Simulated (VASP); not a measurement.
# Rb (Fm-3m) in VASP: a series of runs

One crystal, Rb, is run at these levels: PBE, LDA; tasks: single point.

Program: VASP 6.6.1. These are calculated values, not measurements. Logs are shortened: lines on timing, memory, paths and dates and some standing lists are left out, and cuts for length are marked.

## 1. Starting point

Symmetry: Fm-3m, No. 225, cubic system. The conventional cell has a = 7.280 Å, b = 7.280 Å, c = 7.280 Å, α = 90.00°, β = 90.00°, γ = 90.00°.

This isn't the form of Rb at room conditions, which is bcc.

## 2. Single point, PBE

File INCAR:

```
PREC = Accurate
ENCUT = 520
EDIFF = 1E-7
ISMEAR = 0
SIGMA = 0.1
LREAL = F
LASPH = T
NELM = 80
ALGO = Normal
ISIF = 2
LWAVE = F
LCHARG = F
GGA = PE
NBANDS = 10
```

File KPOINTS:

```
regular mesh
0
Gamma
  4 4 4
```

File POSCAR:

```
Rb
1.0
    0.0000000000      3.6398846700      3.6398846700
    3.6398846700      0.0000000000      3.6398846700
    3.6398846700      3.6398846700      0.0000000000
Rb
1
Direct
    0.0000000000      0.0000000000      0.0000000000
```

Potentials or basis: VASP PAW PBE potentials, release 64 (Rb_sv).

The run is started by

```bash
$ cat potpaw_PBE.64/Rb_sv/POTCAR > POTCAR
$ mpirun -np 1 vasp_std > vasp.out
```

OUTCAR:

```text
PREC = Accurate
   ENCUT = 520
   EDIFF = 1E-7
   ISMEAR = 0
   LREAL = F
   LASPH = T
   NELM = 80
   ISIF = 2
   GGA = PE

 ion  position               nearest neighbor table
   1  0.000  0.000  0.000-

  LATTYP: Found a face centered cubic cell.
 ALAT       =     7.2797693400

  Lattice vectors:

 A1 = (   0.0000000000,   3.6398846700,   3.6398846700)
 A2 = (   3.6398846700,   0.0000000000,   3.6398846700)
 A3 = (   3.6398846700,   3.6398846700,   0.0000000000)

Analysis of symmetry for initial positions (statically):
=====================================================================
 Subroutine PRICEL returns:
 Original cell was already a primitive cell.

 Routine SETGRP: Setting up the symmetry group for a
 face centered cubic supercell.

 Subroutine GETGRP returns: Found 48 space group operations
 (whereof 48 operations were pure point group operations)
 out of a pool of 48 trial point group operations.

The static configuration has the point symmetry O_h .

Analysis of symmetry for dynamics (positions and initial velocities):
=====================================================================
 Subroutine PRICEL returns:
 Original cell was already a primitive cell.

 Routine SETGRP: Setting up the symmetry group for a
 face centered cubic supercell.

 Subroutine GETGRP returns: Found 48 space group operations
 (whereof 48 operations were pure point group operations)
 out of a pool of 48 trial point group operations.

The dynamic configuration has the point symmetry O_h .

 Subroutine INISYM returns: Found 48 space group operations
 (whereof 48 operations are pure point group operations),
 and found     1 'primitive' translations

----------------------------------------------------------------------------------------

                                     Primitive cell

  volume of cell :      96.4479

  direct lattice vectors                    reciprocal lattice vectors
     0.000000000  3.639884670  3.639884670    -0.137366990  0.137366990  0.137366990
     3.639884670  0.000000000  3.639884670     0.137366990 -0.137366990  0.137366990
     3.639884670  3.639884670  0.000000000     0.137366990  0.137366990 -0.137366990

  length of vectors
     5.147574266  5.147574266  5.147574266     0.237926605  0.237926605  0.237926605

  position of ions in fractional coordinates (direct lattice)
     0.000000000  0.000000000  0.000000000

  ion indices of the primitive-cell ions
   primitive index   ion index
                 1           1

----------------------------------------------------------------------------------------

 KPOINTS: regular mesh

Automatic generation of k-mesh.
 Grid dimensions read from file:
 generate k-points for:    4    4    4

 Generating k-lattice:

  Cartesian coordinates                     Fractional coordinates (reciprocal lattice)
    -0.034341747  0.034341747  0.034341747     0.250000000  0.000000000  0.000000000
     0.034341747 -0.034341747  0.034341747     0.000000000  0.250000000  0.000000000
     0.034341747  0.034341747 -0.034341747     0.000000000  0.000000000  0.250000000

  Length of vectors
     0.059481651  0.059481651  0.059481651

  Shift w.r.t. Gamma in fractional coordinates (k-lattice)
     0.000000000  0.000000000  0.000000000

 Subroutine IBZKPT returns following result:
 ===========================================

 Found      8 irreducible k-points:

 Following reciprocal coordinates:
            Coordinates               Weight
  0.000000  0.000000  0.000000      1.000000
  0.250000  0.000000  0.000000      8.000000
  0.500000  0.000000  0.000000      4.000000
  0.250000  0.250000  0.000000      6.000000
  0.500000  0.250000  0.000000     24.000000
 -0.250000  0.250000  0.000000     12.000000
  0.500000  0.500000  0.000000      3.000000
 -0.250000  0.500000  0.250000      6.000000
   k-points           NKPTS =      8   k-points in BZ     NKDIM =      8   number of bands    NBANDS=     10
   number of dos      NEDOS =    301   number of ions     NIONS =      1
   total plane-waves  NPLWV =  64000
   dimension x,y,z NGX =    40 NGY =   40 NGZ =   40
   dimension x,y,z NGXF=    80 NGYF=   80 NGZF=   80
   ions per type =               1
   NGX,Y,Z   is equivalent  to a cutoff of  12.92, 12.92, 12.92 a.u.
   NGXF,Y,Z  is equivalent  to a cutoff of  25.84, 25.84, 25.84 a.u.
 SYSTEM =  unknown system
   PREC   = accura    normal or accurate (medium, high low for compatibility)
   ISTART =      0    job   : 0-new  1-cont  2-samecut
   ICHARG =      2    charge: 1-file 2-atom 10-const
   ISPIN  =      1    spin polarized calculation?
   LNONCOLLINEAR =      F non collinear calculations
   LSORBIT =      F    spin-orbit coupling
   LASPH  =      T    aspherical Exc in radial PAW
   ENCUT  =  520.0 eV  38.22 Ry    6.18 a.u.   9.57  9.57  9.57*2*pi/ulx,y,z
   NELM   =     80;   NELMIN=  2; NELMDL= -5     # of ELM steps
   EDIFF  = 0.1E-06   stopping-criterion for ELM
   LREAL  =      F    real-space projection
   EDIFFG = 0.1E-05   stopping-criterion for IOM
   NSW    =      0    number of steps for IOM
   IBRION =     -1    ionic relax: 0-MD 1-quasi-New 2-CG
   NFREE  =      0    steps in history (QN), initial steepest desc. (CG)
   ISIF   =      2    stress and relaxation
   ISYM   =      2    0-nonsym 1-usesym 2-fastsym
   POTIM  = 0.5000    time-step for ionic-motion
   TEBEG  =    0.0;   TEEND  =   0.0 temperature during run
   PSTRESS=    0.0 pullay stress
   NELECT =       9.0000    total number of electrons
   NUPDOWN=      -1.0000    fix difference up-down
   EMIN   =  10.00;   EMAX   =-10.00  energy-range for DOS
   EFERMI =   0.00;   METHOD = LEGACY
   ISMEAR =     0;   SIGMA  =   0.10  broadening in eV -4-tet -1-fermi 0-gaus
   EFERMI_NEDOS =   21; number of points for ismear=-14 and -15
   IALGO  =     38    algorithm
   IMIX   =      4    mixing-type and parameters
     AMIX     =   0.40;   BMIX     =  1.00
     AMIX_MAG =   1.60;   BMIX_MAG =  1.00
  volume/ion in A,a.u.               =      96.45       650.86
  Fermi-wavevector in a.u.,A,eV,Ry     =   0.742548  1.403213  7.501953  0.551378
  Thomas-Fermi vector in A             =   1.837453
   LORBIT       =      0    0 simple, 1 ext, 2 COOP (PROOUT), +10 PAW based schemes
   GGA     = PE    functional components
   LHFCALC =     F    Hartree Fock is set to
   AEXX    =    0.0000 exact exchange contribution
   IVDW    =     0    specifies the selected vdW correction
   LEPSILON=     F    determine dielectric tensor
   LRPA    =     F    only Hartree local field effects (RPA)
 non-spin polarized calculation
 Gauss-broadening in eV      SIGMA  =   0.10
  energy-cutoff  :      520.00
  volume of cell :       96.45
 maximum number of plane-waves:      2637
 NGX is ok and might be reduce to    40
   NGX = 19   NGY = 19   NGZ = 19

 number of electron       9.0000000 magnetization

 Free energy of the ion-electron system (eV)
  ---------------------------------------------------
  ext. energy  EPLUGINS =         0.00000000
  ---------------------------------------------------
  free energy    TOTEN  =        -0.88968225 eV

  energy without entropy =       -0.87526291  energy(sigma->0) =       -0.88247258

 E-fermi :   0.0283     XC(G=0):  -5.3252

 val. band max:        0.0278485006   @ k =   0.5000   0.0000   0.0000
 cond. band min:       0.1097395952   @ k =   0.5000   0.2500   0.0000
 fundamental gap:      0.0818910946
 Fermi energy:         0.0282634401

 k-point     1 :       0.0000    0.0000    0.0000
  band No.  band energies     occupation
      1     -29.0358      2.00000
      2     -13.0845      2.00000
      3     -13.0845      2.00000
      4     -13.0845      2.00000
      5      -2.0089      2.00000
      6       3.4286      0.00000
      7       3.4286      0.00000
      8       3.4286      0.00000
      9       4.7106      0.00000
     10       4.7106      0.00000

 k-point     2 :       0.2500    0.0000    0.0000
  band No.  band energies     occupation
      1     -29.0344      2.00000
      2     -13.1231      2.00000
      3     -13.0898      2.00000
      4     -13.0898      2.00000
      5      -1.3706      2.00000
      6       2.1570      0.00000
      7       3.4871      0.00000
      8       3.4871      0.00000
      9       4.5450      0.00000
     10       4.5450      0.00000

 k-point     3 :       0.5000    0.0000    0.0000
  band No.  band energies     occupation
      1     -29.0329      2.00000
      2     -13.1611      2.00000
      3     -13.0952      2.00000
      4     -13.0952      2.00000
      5       0.0278      1.00468
      6       0.5141      0.00000
      7       3.2289      0.00000
      8       3.2289      0.00000
      9       5.2325      0.00000
     10       5.4544      0.00000

 k-point     4 :       0.2500    0.2500    0.0000
  band No.  band energies     occupation
      1     -29.0339      2.00000
      2     -13.1216      2.00000
      3     -13.0986      2.00000
      4     -13.0986      2.00000
      5      -1.1638      2.00000
      6       2.3248      0.00000
      7       2.9346      0.00000
      8       3.6410      0.00000
      9       3.6410      0.00000
     10       5.1037      0.00000

 k-point     5 :       0.5000    0.2500    0.0000
  band No.  band energies     occupation
      1     -29.0325      2.00000
      2     -13.1480      2.00000
      3     -13.1150      2.00000
      4     -13.1039      2.00000
      5       0.1097      0.24922
      6       1.2165      0.00000
      7       2.1386      0.00000
      8       3.6033      0.00000
      9       3.8594      0.00000
     10       5.4701      0.00000

 k-point     6 :      -0.2500    0.2500    0.0000
  band No.  band energies     occupation
      1     -29.0329      2.00000
      2     -13.1394      2.00000
      3     -13.1167      2.00000
      4     -13.0952      2.00000
      5      -0.4003      2.00000
      6       1.7223      0.00000
      7       2.0529      0.00000
      8       3.6052      0.00000
      9       4.4517      0.00000
     10       4.8346      0.00000

 k-point     7 :       0.5000    0.5000    0.0000
  band No.  band energies     occupation
      1     -29.0320      2.00000
      2     -13.1567      2.00000
      3     -13.1127      2.00000
      4     -13.1127      2.00000
      5       0.5445      0.00000
      6       1.2191      0.00000
      7       1.7224      0.00000
      8       4.1890      0.00000
      9       4.1890      0.00000
     10       4.5215      0.00000

 k-point     8 :      -0.2500    0.5000    0.2500
  band No.  band energies     occupation
      1     -29.0320      2.00000
      2     -13.1347      2.00000
      3     -13.1347      2.00000
      4     -13.1133      2.00000
      5       1.0735      0.00000
      6       1.3966      0.00000
      7       1.3966      0.00000
      8       2.2554      0.00000
      9       5.2027      0.00000
     10       5.2295      0.00000

------------------------ aborting loop because EDIFF is reached ----------------------------------------

  FORCE on cell =-STRESS in cart. coord.  units (eV):
  Direction    XX          YY          ZZ          XY          YZ          ZX
  --------------------------------------------------------------------------------------
  -------------------------------------------------------------------------------------
  Total       -0.0573957     -0.0573957     -0.0573957     -0.0000000     -0.0000000     -0.0000000
  in kB       -0.9534485     -0.9534485     -0.9534485     -0.0000000     -0.0000000     -0.0000000
  external PRESSURE =      -0.9534485 kB  Pullay stress =       0.0000000 kB

 VOLUME and BASIS-vectors are now :
 -----------------------------------------------------------------------------
  energy-cutoff  :      520.00
  volume of cell :       96.45
      direct lattice vectors                 reciprocal lattice vectors
     0.000000000  3.639884670  3.639884670    -0.137366990  0.137366990  0.137366990
     3.639884670  0.000000000  3.639884670     0.137366990 -0.137366990  0.137366990
     3.639884670  3.639884670  0.000000000     0.137366990  0.137366990 -0.137366990

 POSITION                                       TOTAL-FORCE (eV/Angst)
 -----------------------------------------------------------------------------------
      0.00000      0.00000      0.00000         0.000000     -0.000000      0.000000
 -----------------------------------------------------------------------------------
    total drift:                               -0.000000     -0.000000     -0.000000

  FREE ENERGIE OF THE ION-ELECTRON SYSTEM (eV)
  ---------------------------------------------------
  free  energy   TOTEN  =        -0.8896822470 eV

  energy  without entropy=       -0.8752629133  energy(sigma->0) =       -0.88247258
```

Wall time 9.6 s (1 thread of Intel Xeon Platinum 8488C (Sapphire Rapids), shared host); peak memory 0.22 GiB.

Results:

| Quantity | Value |
| --- | --- |
| Free energy | -0.8897 eV |
| Pressure | -0.1 GPa |
| Band gap on the k mesh | none (metal or under the smearing width) |

Levels at points of the mesh, in eV from the Fermi level:
| k point | band 2 | band 3 | band 4 | band 5 | band 6 | band 7 | band 8 | band 9 |
| --- | --- | --- | --- | --- | --- | --- | --- | --- |
| (0.00, 0.00, 0.00) | -13.11 | -13.11 | -13.11 | -2.04 | 3.40 | 3.40 | 3.40 | 4.68 |
| (0.50, 0.00, 0.00) | -13.19 | -13.12 | -13.12 | 0.00 | 0.49 | 3.20 | 3.20 | 5.20 |
| (0.50, 0.50, 0.00) | -13.18 | -13.14 | -13.14 | 0.52 | 1.19 | 1.69 | 4.16 | 4.16 |

Caveat: the k mesh is coarse (spacing up to 0.37 Å⁻¹), so the values aren't converged.

## 3. Single point, PBE

File INCAR:

```
SYSTEM = Rb
  ALGO = Fast
  EDIFF = 1E-7
  ENCUT = 520
  GGA = PE
  ISIF = 2
  ISMEAR = 0
  LASPH = .True.
  LCHARG = .False.
  LREAL = .False.
  LWAVE = .False.
  NBANDS = 10
  NELM = 100
  PREC = Accurate
  SIGMA = 0.1
```

File KPOINTS:

```
k-points
0
Gamma
  4 4 4
  0 0 0
```

POSCAR is that of step 2.

Potentials or basis: VASP PAW PBE potentials, release 64 (Rb_sv).

The run is started by

```bash
$ cat potpaw_PBE.64/Rb_sv/POTCAR > POTCAR
$ mpirun -np 1 vasp_std > vasp.out
```

Wall time 16 s (1 thread of Intel Xeon Platinum 8488C (Sapphire Rapids), shared host); peak memory 0.22 GiB.

It converged, with:

| Quantity | Value |
| --- | --- |
| Free energy | -0.8897 eV |
| Pressure | -0.1 GPa |
| Band gap on the k mesh | none (metal or under the smearing width) |

Levels at points of the mesh, in eV from the Fermi level:
| k point | band 3 | band 4 | band 5 | band 6 | band 7 | band 8 |
| --- | --- | --- | --- | --- | --- | --- |
| (0.00, 0.00, 0.00) | -13.11 | -13.11 | -2.04 | 3.40 | 3.40 | 3.40 |
| (0.50, 0.00, 0.00) | -13.12 | -13.12 | 0.00 | 0.49 | 3.20 | 3.20 |
| (0.50, 0.50, 0.00) | -13.14 | -13.14 | 0.52 | 1.19 | 1.69 | 4.16 |

Caveat: the k mesh is coarse (spacing up to 0.37 Å⁻¹), so the values aren't converged.

## 4. Single point, LDA

File INCAR:

```
ALGO = Normal
EDIFF = 1E-6
ENCUT = 520
GGA = CA
ISIF = 2
ISMEAR = 1
LASPH = T
LCHARG = T
LELF = T
LREAL = F
LVHAR = T
LWAVE = F
NBANDS = 10
NELM = 80
PREC = Accurate
SIGMA = 0.026
```

File KPOINTS:

```
k-points
0
Gamma
  4 4 4
```

POSCAR is that of step 3.

Potentials or basis: VASP PAW LDA potentials, release 64 (Rb_sv).

The run is started by

```bash
$ cat potpaw_LDA.64/Rb_sv/POTCAR > POTCAR
$ mpirun -np 1 vasp_std > vasp.out
```

Run time: 11 s. Hardware: 1 thread of Intel Xeon Platinum 8488C (Sapphire Rapids), shared host; peak memory 0.17 GiB.

The run converged. Its results:

- Free energy: -0.9761 eV
- Pressure: -0.5 GPa
- Band gap on the k mesh: none (metal or under the smearing width)

Levels at points of the mesh, in eV from the Fermi level:
| k point | band 3 | band 4 | band 5 | band 6 | band 7 | band 8 |
| --- | --- | --- | --- | --- | --- | --- |
| (0.00, 0.00, 0.00) | -13.13 | -13.13 | -2.11 | 3.25 | 3.25 | 3.25 |
| (0.50, 0.00, 0.00) | -13.14 | -13.14 | -0.11 | 0.48 | 3.07 | 3.07 |
| (0.50, 0.50, 0.00) | -13.16 | -13.16 | 0.45 | 1.16 | 1.60 | 4.09 |

Caveat: the k mesh is coarse (spacing up to 0.37 Å⁻¹), so the values aren't converged.
